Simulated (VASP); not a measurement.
# WS2 (R3m) in VASP: notebook, part 2 of 2

VASP 6.6.1. The steps go on from the part before.

### Step 4. Single point, HSE06

File POSCAR:

```
WS2
1.0
    1.5790000000      0.9116360751      6.1633333333
   -1.5790000000      0.9116360751      6.1633333333
    0.0000000000     -1.8232721501      6.1633333333
W S
1 2
Direct
    0.0000000000      0.0000000000      0.0000000000
    0.5810000000      0.5810000000      0.5810000000
    0.7503000000      0.7503000000      0.7503000000
```

File INCAR.step1:

```
ALGO = Normal ; EDIFF = 1E-5
ENCUT = 500 ; GGA = PE
ISIF = 2 ; ISMEAR = 0
LASPH = T ; LCHARG = F
LREAL = F ; LWAVE = T
NBANDS = 21 ; NELM = 100
NKRED = 1 ; PREC = Accurate
SIGMA = 0.01
```

File INCAR.step2:

```
ALGO = Normal ; EDIFF = 1E-6
ENCUT = 500 ; GGA = PE
HFSCREEN = 0.2 ; ISIF = 2
ISMEAR = 0 ; ISTART = 1
LASPH = T ; LCHARG = F
LHFCALC = T ; LREAL = F
LWAVE = F ; NBANDS = 21
NELM = 100 ; NKRED = 1
PREC = Accurate ; PRECFOCK = Fast
SIGMA = 0.01
```

File KPOINTS:

```
k-points
0
Gamma
  3 3 3
```

Potentials or basis: VASP PAW PBE potentials, release 64 (W_sv, S).

On the command line:

```bash
> cat potpaw_PBE.64/W_sv/POTCAR potpaw_PBE.64/S/POTCAR > POTCAR
> cp INCAR.step1 INCAR
> mpirun -np 1 vasp_std > vasp.out
> cp INCAR.step2 INCAR
> mpirun -np 1 vasp_std > vasp.out
```

OUTCAR:

```text
EDIFF = 1E-6
   ENCUT = 500
   GGA = PE
   HFSCREEN = 0.2
   ISIF = 2
   ISMEAR = 0
   ISTART = 1
   LASPH = T
   LHFCALC = T
   LREAL = F
   NELM = 100
   NKRED = 1
   PREC = Accurate
   PRECFOCK = Fast

 Found      6 irreducible k-points:

 Following reciprocal coordinates:
            Coordinates               Weight
  0.000000  0.000000  0.000000      1.000000
  0.333333  0.000000  0.000000      6.000000
  0.333333  0.333333  0.000000      6.000000
 -0.333333  0.333333  0.000000      6.000000
  0.333333  0.333333  0.333333      2.000000
 -0.333333  0.333333  0.333333      6.000000
   k-points           NKPTS =      6   k-points in BZ     NKDIM =     27   number of bands    NBANDS=     21
   number of dos      NEDOS =    301   number of ions     NIONS =      3
   total plane-waves  NPLWV = 110592
   dimension x,y,z NGX =    48 NGY =   48 NGZ =   48
   dimension x,y,z NGXF=    96 NGYF=   96 NGZF=   96
   ions per type =               1   2
   NGX,Y,Z   is equivalent  to a cutoff of  12.42, 12.42, 12.42 a.u.
   NGXF,Y,Z  is equivalent  to a cutoff of  24.83, 24.83, 24.83 a.u.
 SYSTEM =  unknown system
   PREC   = accura    normal or accurate (medium, high low for compatibility)
   ISTART =      1    job   : 0-new  1-cont  2-samecut
   ICHARG =      0    charge: 1-file 2-atom 10-const
   ISPIN  =      1    spin polarized calculation?
   LNONCOLLINEAR =      F non collinear calculations
   LSORBIT =      F    spin-orbit coupling
   LASPH  =      T    aspherical Exc in radial PAW
   ENCUT  =  500.0 eV  36.75 Ry    6.06 a.u.  11.72 11.72 11.72*2*pi/ulx,y,z
   NELM   =    100;   NELMIN=  2; NELMDL=  0     # of ELM steps
   EDIFF  = 0.1E-05   stopping-criterion for ELM
   LREAL  =      F    real-space projection
   EDIFFG = 0.1E-04   stopping-criterion for IOM
   NSW    =      0    number of steps for IOM
   IBRION =     -1    ionic relax: 0-MD 1-quasi-New 2-CG
   NFREE  =      0    steps in history (QN), initial steepest desc. (CG)
   ISIF   =      2    stress and relaxation
   ISYM   =      3    0-nonsym 1-usesym 2-fastsym
   POTIM  = 0.5000    time-step for ionic-motion
   TEBEG  =    0.0;   TEEND  =   0.0 temperature during run
[... 15 lines left out ...]
   GGA     = PE    functional components
   LHFCALC =     T    Hartree Fock is set to
   PRECFOCK=fast      Normal, Fast or Accurate (Low or Medium for compatibility)
   ENCUT4O =  -1.0   cutoff for four orbital integrals eV
   NKREDX  =     1    reduce k-point grid by
   NKREDY  =     1    reduce k-point grid by
   NKREDZ  =     1    reduce k-point grid by
   AEXX    =    0.2500 exact exchange contribution
   HFSCREEN=    0.2000 screening length (either q_TF or 0.3 A-1)
   HFSCREENC=   0.2000 screening length for correlation (either q_TF or 0.3 A-1)
   ENCUTFOCK=  -1.0 apply spherical cutoff to Coloumb kernel
   IVDW    =     0    specifies the selected vdW correction
   LEPSILON=     F    determine dielectric tensor
   LRPA    =     F    only Hartree local field effects (RPA)
 non-spin polarized calculation
 Gauss-broadening in eV      SIGMA  =   0.01
  energy-cutoff  :      500.00
  volume of cell :       53.23
 maximum number of plane-waves:      1361
  NGX = 28; NGY = 28; NGZ = 28

 number of electron      26.0000001 magnetization

 Free energy of the ion-electron system (eV)
  ---------------------------------------------------
  ext. energy  EPLUGINS =         0.00000000
  ---------------------------------------------------
  free energy    TOTEN  =       -28.14026048 eV

  energy without entropy =      -28.14026048  energy(sigma->0) =      -28.14026048

 E-fermi :   7.0800     XC(G=0):  -9.0073

 val. band max:        6.9665169827   @ k =   0.3333   0.3333   0.3333
 cond. band min:       9.0284384302   @ k =  -0.3333   0.3333   0.0000
 fundamental gap:      2.0619214475
 Fermi energy:         7.0800194935

 k-point     1 :       0.0000    0.0000    0.0000
  band No.  band energies     occupation
      1     -71.4519      2.00000
      2     -34.3154      2.00000
      3     -34.0252      2.00000
      4     -34.0252      2.00000
      5     -10.2445      2.00000
      6      -8.0789      2.00000
[... 133 lines left out ...]
     20      17.1160      0.00000
     21      18.0167      0.00000

------------------------ aborting loop because EDIFF is reached ----------------------------------------

  FORCE on cell =-STRESS in cart. coord.  units (eV):
  Direction    XX          YY          ZZ          XY          YZ          ZX
  --------------------------------------------------------------------------------------
  -------------------------------------------------------------------------------------
  Total       -0.1112374     -0.1112374     -0.3893173      0.0000000     -0.0000000      0.0000000
  in kB       -3.3480423     -3.3480423    -11.7177366      0.0000000     -0.0000000      0.0000000
  external PRESSURE =      -6.1379404 kB  Pullay stress =       0.0000000 kB

 VOLUME and BASIS-vectors are now :
 -----------------------------------------------------------------------------
  energy-cutoff  :      500.00
  volume of cell :       53.23
      direct lattice vectors                 reciprocal lattice vectors
     1.579000000  0.911636075  6.163333333     0.316656111  0.182821491  0.054083288
    -1.579000000  0.911636075  6.163333333    -0.316656111  0.182821491  0.054083288
     0.000000000 -1.823272150  6.163333333     0.000000000 -0.365642982  0.054083288

 POSITION                                       TOTAL-FORCE (eV/Angst)
 -----------------------------------------------------------------------------------
      0.00000      0.00000      0.00000         0.000000     -0.000000     -0.640490
      0.00000      0.00000     10.74269         0.000000      0.000000      0.889749
      0.00000      0.00000     13.87305         0.000000     -0.000000     -0.249260
 -----------------------------------------------------------------------------------
    total drift:                                0.000002     -0.000014      0.000035

  FREE ENERGIE OF THE ION-ELECTRON SYSTEM (eV)
  ---------------------------------------------------
  free  energy   TOTEN  =       -28.1402604773 eV

  energy  without entropy=      -28.1402604773  energy(sigma->0) =      -28.14026048
```

OUTCAR.step1:

```text
EDIFF = 1E-5
   ENCUT = 500
   GGA = PE
   ISIF = 2
[... 256 lines left out ...]
      0.00000      0.00000      0.00000         0.000000     -0.000000     -0.606270
      0.00000      0.00000     10.74269         0.000000      0.000000      0.330818
      0.00000      0.00000     13.87305         0.000000      0.000000      0.275452
 -----------------------------------------------------------------------------------
    total drift:                                0.000000     -0.000000     -0.000128

  FREE ENERGIE OF THE ION-ELECTRON SYSTEM (eV)
  ---------------------------------------------------
  free  energy   TOTEN  =       -23.5449229564 eV

  energy  without entropy=      -23.5449229564  energy(sigma->0) =      -23.54492296
```

Wall time 11 min (1 thread of Intel Xeon Platinum 8259CL at 2.50GHz (Skylake/Cascade Lake), shared host); peak memory 0.42 GiB.

The run converged, but some of its settings lie outside the range that counts as converged, so its numbers aren't taken as properties of the crystal.

Results:

```yaml
Free_energy: -28.1403 eV
Pressure: -0.6 GPa
Largest_force: 0.890 eV/Å
Band_gap_on_the_k_mesh: 2.06 eV, indirect (least direct gap 2.60 eV)
```

Caveat: the k mesh is coarse (spacing up to 0.77 Å⁻¹), so the values aren't converged, least of all with exact exchange; the PAW data sets were made with another functional, which shifts forces and pressure a little; spin-orbit coupling is left out, which moves the levels of the heavy elements; an odd mesh through Γ misses points on the zone boundary, where band edges often lie.

### Step 5. Single point, HSE06

POSCAR is that of step 4.

File INCAR.step1:

```
ALGO = Normal ; EDIFF = 1E-5
ENCUT = 350 ; GGA = PE
ISIF = 2 ; ISMEAR = 0
LASPH = T ; LCHARG = F
LREAL = F ; LWAVE = T
NBANDS = 21 ; NELM = 100
NKRED = 2 ; PREC = Accurate
SIGMA = 0.01
```

File INCAR.step2:

```
ALGO = Normal ; EDIFF = 1E-6
ENCUT = 350 ; GGA = PE
HFSCREEN = 0.2 ; ISIF = 2
ISMEAR = 0 ; ISTART = 1
LASPH = T ; LCHARG = F
LHFCALC = T ; LREAL = F
LWAVE = F ; NBANDS = 21
NELM = 100 ; NKRED = 2
PREC = Accurate ; PRECFOCK = Fast
SIGMA = 0.01
```

File KPOINTS:

```
k-points
0
Gamma
  4 4 4
```

Potentials or basis: VASP PAW PBE potentials, release 64 (W_sv, S).

On the command line:

```bash
> cat potpaw_PBE.64/W_sv/POTCAR potpaw_PBE.64/S/POTCAR > POTCAR
> cp INCAR.step1 INCAR
> mpirun -np 1 vasp_std > vasp.out
> cp INCAR.step2 INCAR
> mpirun -np 1 vasp_std > vasp.out
```

OUTCAR:

```text
EDIFF = 1E-6
   ENCUT = 350
   GGA = PE
   HFSCREEN = 0.2
   ISIF = 2
   ISMEAR = 0
   ISTART = 1
   LASPH = T
   LHFCALC = T
   LREAL = F
   NELM = 100
   NKRED = 2
   PREC = Accurate
   PRECFOCK = Fast

 Found     13 irreducible k-points:

 Following reciprocal coordinates:
            Coordinates               Weight
  0.000000  0.000000  0.000000      1.000000
  0.250000  0.000000  0.000000      6.000000
  0.500000  0.000000  0.000000      3.000000
  0.250000  0.250000  0.000000      6.000000
  0.500000  0.250000  0.000000     12.000000
 -0.250000  0.250000  0.000000      6.000000
   k-points           NKPTS =     13   k-points in BZ     NKDIM =     64   number of bands    NBANDS=     21
   number of dos      NEDOS =    301   number of ions     NIONS =      3
   total plane-waves  NPLWV =  64000
   dimension x,y,z NGX =    40 NGY =   40 NGZ =   40
   dimension x,y,z NGXF=    80 NGYF=   80 NGZF=   80
   ions per type =               1   2
   NGX,Y,Z   is equivalent  to a cutoff of  10.35, 10.35, 10.35 a.u.
   NGXF,Y,Z  is equivalent  to a cutoff of  20.69, 20.69, 20.69 a.u.
 SYSTEM =  unknown system
   PREC   = accura    normal or accurate (medium, high low for compatibility)
   ISTART =      1    job   : 0-new  1-cont  2-samecut
   ICHARG =      0    charge: 1-file 2-atom 10-const
   ISPIN  =      1    spin polarized calculation?
   LNONCOLLINEAR =      F non collinear calculations
   LSORBIT =      F    spin-orbit coupling
   LASPH  =      T    aspherical Exc in radial PAW
   ENCUT  =  350.0 eV  25.72 Ry    5.07 a.u.   9.80  9.80  9.80*2*pi/ulx,y,z
   NELM   =    100;   NELMIN=  2; NELMDL=  0     # of ELM steps
   EDIFF  = 0.1E-05   stopping-criterion for ELM
   LREAL  =      F    real-space projection
   EDIFFG = 0.1E-04   stopping-criterion for IOM
   NSW    =      0    number of steps for IOM
   IBRION =     -1    ionic relax: 0-MD 1-quasi-New 2-CG
   NFREE  =      0    steps in history (QN), initial steepest desc. (CG)
   ISIF   =      2    stress and relaxation
   ISYM   =      3    0-nonsym 1-usesym 2-fastsym
   POTIM  = 0.5000    time-step for ionic-motion
   TEBEG  =    0.0;   TEEND  =   0.0 temperature during run
   PSTRESS=    0.0 pullay stress
   NELECT =      26.0000    total number of electrons
   NUPDOWN=      -1.0000    fix difference up-down
   EMIN   =  10.00;   EMAX   =-10.00  energy-range for DOS
   EFERMI =   0.00;   METHOD = LEGACY
   ISMEAR =     0;   SIGMA  =   0.01  broadening in eV -4-tet -1-fermi 0-gaus
   EFERMI_NEDOS =   21; number of points for ismear=-14 and -15
   IALGO  =     38    algorithm
   IMIX   =      1    mixing-type and parameters
     AMIX     =   0.40;   BMIX     =  1.00
     AMIX_MAG =   1.60;   BMIX_MAG =  1.00
  volume/ion in A,a.u.               =      17.74       119.74
  Fermi-wavevector in a.u.,A,eV,Ry     =   1.289266  2.436359 22.615687  1.662206
  Thomas-Fermi vector in A             =   2.421169
   LORBIT       =      0    0 simple, 1 ext, 2 COOP (PROOUT), +10 PAW based schemes
   GGA     = PE    functional components
   LHFCALC =     T    Hartree Fock is set to
   PRECFOCK=fast      Normal, Fast or Accurate (Low or Medium for compatibility)
   ENCUT4O =  -1.0   cutoff for four orbital integrals eV
   NKREDX  =     2    reduce k-point grid by
   NKREDY  =     2    reduce k-point grid by
   NKREDZ  =     2    reduce k-point grid by
   AEXX    =    0.2500 exact exchange contribution
   HFSCREEN=    0.2000 screening length (either q_TF or 0.3 A-1)
   HFSCREENC=   0.2000 screening length for correlation (either q_TF or 0.3 A-1)
   ENCUTFOCK=  -1.0 apply spherical cutoff to Coloumb kernel
   IVDW    =     0    specifies the selected vdW correction
   LEPSILON=     F    determine dielectric tensor
   LRPA    =     F    only Hartree local field effects (RPA)
 non-spin polarized calculation
 Gauss-broadening in eV      SIGMA  =   0.01
  energy-cutoff  :      350.00
  volume of cell :       53.23
 maximum number of plane-waves:       798
  NGX = 24; NGY = 24; NGZ = 24

 number of electron      26.0000004 magnetization

 Free energy of the ion-electron system (eV)
  ---------------------------------------------------
  ext. energy  EPLUGINS =         0.00000000
  ---------------------------------------------------
  free energy    TOTEN  =       -28.63157043 eV

  energy without entropy =      -28.63157043  energy(sigma->0) =      -28.63157043

 E-fermi :   7.0899     XC(G=0):  -9.0056

 val. band max:        6.8845741048   @ k =   0.5000   0.5000   0.5000
 cond. band min:       9.1262823081   @ k =   0.2500   0.0000   0.0000
 fundamental gap:      2.2417082032
 Fermi energy:         7.0898948639

 k-point     1 :       0.0000    0.0000    0.0000
  band No.  band energies     occupation
      1     -71.4944      2.00000
      2     -34.3758      2.00000
      3     -34.0479      2.00000
      4     -34.0479      2.00000
      5     -10.2539      2.00000
      6      -8.0936      2.00000
[... 118 lines left out ...]
      5      -7.8185      2.00000
      6      -7.3476      2.00000
[... 13 lines left out ...]
     20      17.0834      0.00000
     21      17.6396      0.00000

 [... further k-points ...]
[... 5 lines left out ...]
  --------------------------------------------------------------------------------------
  -------------------------------------------------------------------------------------
  Total       -0.6715934     -0.6715934     -0.5219848      0.0000000     -0.0000000      0.0000000
  in kB      -20.2137294    -20.2137294    -15.7107865      0.0000000     -0.0000000      0.0000000
  external PRESSURE =     -18.7127484 kB  Pullay stress =       0.0000000 kB

 VOLUME and BASIS-vectors are now :
 -----------------------------------------------------------------------------
  energy-cutoff  :      350.00
  volume of cell :       53.23
      direct lattice vectors                 reciprocal lattice vectors
     1.579000000  0.911636075  6.163333333     0.316656111  0.182821491  0.054083288
    -1.579000000  0.911636075  6.163333333    -0.316656111  0.182821491  0.054083288
     0.000000000 -1.823272150  6.163333333     0.000000000 -0.365642982  0.054083288

 POSITION                                       TOTAL-FORCE (eV/Angst)
 -----------------------------------------------------------------------------------
      0.00000      0.00000      0.00000         0.000000     -0.000000     -0.622523
      0.00000      0.00000     10.74269         0.000000      0.000000      0.780096
      0.00000      0.00000     13.87305         0.000000     -0.000000     -0.157574
 -----------------------------------------------------------------------------------
    total drift:                               -0.000006     -0.000017     -0.000053

  FREE ENERGIE OF THE ION-ELECTRON SYSTEM (eV)
  ---------------------------------------------------
  free  energy   TOTEN  =       -28.6315704316 eV

  energy  without entropy=      -28.6315704316  energy(sigma->0) =      -28.63157043
```

Run time: 3.3 min. Hardware: 1 thread of Intel Xeon Platinum 8259CL at 2.50GHz (Skylake/Cascade Lake), shared host; peak memory 0.34 GiB.

The run converged, but some of its settings lie outside the range that counts as converged, so its numbers aren't taken as properties of the crystal.

What came out:

| Property | Result |
| --- | --- |
| Free energy | -28.6316 eV |
| Pressure | -1.9 GPa |
| Largest force | 0.780 eV/Å |
| Band gap on the k mesh | 2.24 eV, indirect (least direct gap 3.35 eV) |

Caveat: the k mesh is coarse (spacing up to 0.58 Å⁻¹), so the values aren't converged, least of all with exact exchange; the PAW data sets were made with another functional, which shifts forces and pressure a little; spin-orbit coupling is left out, which moves the levels of the heavy elements.
